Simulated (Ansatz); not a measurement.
Be (Im-3m): electronic heat capacity and spin susceptibility from the density of states

All numbers below come from DFT PBE, scalar-relativistic, plane waves, PAW (Ansatz).

Plane waves to 420 eV, a k mesh through Γ of 24×24×24 on the computed 1-atom cell and Gaussian smearing (0.10 eV); no spin polarisation.

Relaxed cell: Im-3m, a = 2.500 Å, b = 2.500 Å, c = 2.500 Å, α = 90.00°, β = 90.00°, γ = 90.00°, 1 atom in the primitive cell. This bcc form isn't the element's structure at ambient conditions.

The density of states at the Fermi level is 0.118 states/eV in the cell of 1 atom (1 formula unit; both spins, tetrahedra on a 36×36×36 mesh).

Question: What Sommerfeld coefficient and Pauli susceptibility does this give?

Answer: Per formula unit N(E_F) = 0.118 states/eV. γ = (π²/3) k_B² N(E_F) N_A = 2.357 mJ/(mol K²) per state/eV, so γ = 0.3 mJ/(mol K²), a mole of formula units. χ_P = μ_B² N(E_F) N_A = 3.23×10⁻⁵ emu/mol per state/eV gives 0.4×10⁻⁵ emu/mol. This is the bare band result: a measured γ of the same phase is as a rule larger by a factor 1 + λ from phonons and spin fluctuations, the spin part of χ is larger by the Stoner factor, and a measured χ also holds orbital and core terms. N(E_F) at one energy is sensitive to the mesh where the density of states has sharp peaks.

Cost: 1 run of about 0.28 core-minutes, on Arm Neoverse V2 (shared hosts).